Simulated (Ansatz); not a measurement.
A run of Ansatz 0.2.0 is set up as follows.

input.yaml

```yaml
crystal:
  lattice:
    - [0.0, 2.82685, 2.82685]
    - [2.82685, 0.0, 2.82685]
    - [2.82685, 2.82685, 0.0]
  atoms:
    - { symbol: As, position: [0.75, 0.75, 0.75] }
    - { symbol: Ga, position: [0.0, 0.0, 0.0] }
kpoints:
  mp_grid: { grid: [5, 5, 5] }
scf:
  occupations: { method: fermi_dirac, width: 0.04 }
hamiltonian:
  xc: pbe
  pseudopotentials: { kind: all_electron, lapw: { basis_error: 0.002 } }
output:
  forces: true
  stress: true
  eigenvalues: true
```

Potentials or basis: all-electron LAPW, scalar-relativistic.

Command:

```console
$ ansatz run input.yaml --threads 1 --pin off --max-ram 2560MiB --backend cpu --events-out ev --progress --plain --runs-dir out
```

Task: Predict the band gap on the k mesh.

Result: 0.52 eV, direct.

Task: Estimate the pressure.

Result: 3.3 GPa.

**Experimental background.**

“Evidence of valence band perturbations in GaAsN/GaAs(001): A combined variable-angle spectroscopic ellipsometry and modulated photoreflectance investigation”, 2008, arxiv:0805.2212 reports, for a bulk crystal of GaAs at 300 K: band gap 1.412 ± 0.01 eV (direct).

A measured gap of GaAs is 1.412 eV (direct; 300 K; “Evidence of valence band perturbations in GaAsN/GaAs(001): A combined variable-angle spectroscopic ellipsometry and modulated photoreflectance investigation”, 2008, arxiv:0805.2212); the calculated 0.52 eV misses it by -0.90 eV. 3 values of this kind are on record (1.412 to 1.51 eV); this one was drawn at random among those near their median, those with a stated uncertainty first. Spin-orbit coupling on As, Ga is left out. The value is that of PBE, without temperature or zero-point motion. Semilocal functionals fall short of measured gaps as a rule.
